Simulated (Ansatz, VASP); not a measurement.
**Y in VASP and in Ansatz**

```xyz
1
Lattice="0.0000 2.5539 2.5539 2.5539 0.0000 2.5539 2.5539 2.5539 0.0000" Properties=species:S:1:pos:R:3 pbc="T T T"
Y     0.0000    0.0000    0.0000
```

Alike in both runs: functional r2SCAN; k mesh 11 × 11 × 11; occupations fermi-dirac, width 0.1 eV; no spin polarisation.

Ansatz relaxed the structure, and its values are those at the end. VASP's run is a single point on that final structure, the one shown.

|  | VASP | Ansatz |
| --- | --- | --- |
| version | VASP 6.6.1 | Ansatz 0.2.0 |
| potentials or method | VASP PAW PBE potentials, release 64 (Y_sv) | plane waves (500 eV) with PAW, scalar-relativistic |
| plane-wave cutoff (eV) | 520 | 500 |
| valence electrons in the cell | 11 | 11 |

|  | VASP | Ansatz | Ansatz less VASP |
| --- | --- | --- | --- |
| pressure (GPa) | 0.1 | 0.0 | -0.07 |

Caveats: the PAW data sets were made with another functional, which shifts forces and pressure a little (VASP).
